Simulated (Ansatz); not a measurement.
# A strain series on LiF (zincblende): epitaxial in the plane normal to [111]

Zincblende LiF, relaxed with r2SCAN in the plane-wave code Ansatz, then strained (epitaxial in the plane normal to [111]; changes of length per length, axes as in the cell below) with the atoms relaxed again within the symmetry that is left. Space group F-43m (No. 216), cubic; conventional cell a = 4.289 Å, 9.86 Å³ an atom. Li has 4 F at 1.86 Å; F has 4 Li at 1.86 Å. (Calculated; spin-unpolarised; the phase may be known or hypothetical.)

```
CELL_PARAMETERS angstrom
0.00000 2.14461 2.14461
2.14461 0.00000 2.14461
2.14461 2.14461 0.00000
ATOMIC_POSITIONS crystal
Li 0.00000 0.00000 0.00000
F 0.25000 0.25000 0.25000
```

Gaps are the least over each mesh (PBE 10×10×10, r2SCAN 10×10×10, HSE06 8×8×8 when unstrained) and the special points, which keep their unstrained names; stress is the change from the unstrained cell, compression positive.

| strain (%) | free normal strain (%) | gap, PBE (eV) | gap, r2SCAN (eV) | gap, HSE06 (eV) | edges, HSE06 | in-plane stress, r2SCAN (GPa) | energy rise, r2SCAN (meV/atom) |
| --- | --- | --- | --- | --- | --- | --- | --- |
| -1.13 | +0.78 | 7.985 | 8.721 | 10.173 | Γ | +1.34 | 1.0 |
| 0.0 | 0.00 | 7.930 | 8.663 | 10.111 | Γ | 0.00 | 0.0 |
| +1.5 | -0.88 | 7.758 | 8.485 | 9.928 | Γ | -1.78 | 1.6 |
| +1.54 | -0.93 | 7.754 | 8.481 | 9.924 | Γ | -1.80 | 1.6 |

Between zero and the nearest strains the slope of the HSE06 gap against strain is -0.055 eV per percent for negative and -0.122 for positive strain.

The meshes of the hybrids are coarse, so their gaps aren't converged to the digits shown.
